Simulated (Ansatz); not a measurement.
## InAs, space group Fm-3m: a comparison of functionals at one structure, step by step

Program: Ansatz 0.2.0, Python API.

At the Python prompt:
```pycon
>>> import ansatz as az
>>> import pandas as pd
>>> from pymatgen.core import Lattice, Structure
>>> from pymatgen.io.ase import AseAtomsAdaptor
>>> SETTINGS = {
...     "cutoff_ev": 510,
...     "filling": "cold",
...     "smearing_width": 0.02,
... }
>>> pmg_structure = Structure(
...     Lattice([(0.0, 2.877304, 2.877304), (2.877304, 0.0, 2.877304), (2.877304, 2.877304, 0.0)]),
...     ["In", "As"],
...     [
...         (0.5, 0.5, 0.5),
...         (0.0, 0.0, 0.0),
...     ],
... )
>>> crystal = az.Crystal.from_ase(AseAtomsAdaptor.get_atoms(pmg_structure))
>>> calc = (
...     crystal.calculation()
...     .basis(SETTINGS["cutoff_ev"])  # a bare number is in eV
...     .kpoints(6)  # sampling of the Brillouin zone
...     .occupations(SETTINGS["filling"], width=SETTINGS["smearing_width"])  # fractional filling near the Fermi level
... )
>>> rows = []
>>> for value in ["blyp", "pbesol", "lda"]:
...     summary = calc.functional(value).run().report
...     rows.append((value, summary["free_energy_ev"] / len(summary["lattice"]["sites"]), summary["n_iterations"], summary["n_kpoints"]))
...
>>> table = pd.DataFrame(rows, columns=["functional", "F/atom (eV)", "iterations", "k-points"])
>>> table.round(5)
  functional  F/atom (eV)  iterations  k-points
0       blyp  -5240.27950           6        16
1     pbesol  -5169.27356           5        16
2        lda  -5115.46895           6        16
```

What to keep in mind:
- BLYP can be off by several per cent in the lattices of metals, and by several GPa in the pressure at a fixed cell.
- For a metal this k-point mesh is coarse: on a finer one energies can move by several to tens of meV an atom and pressures by half a GPa or more, differences at one mesh by less.
- This is a high-temperature or high-pressure form, not the ambient phase.
- The structure comes from a database of computed cells and needn't be a stable or known phase.
- Total energies of different functionals can't be compared; pressures, moments and gaps at this one structure can.
- The whole script took 4.7 s on 1 thread of Arm Neoverse V1 (shared host), peak memory 0.46 GiB.
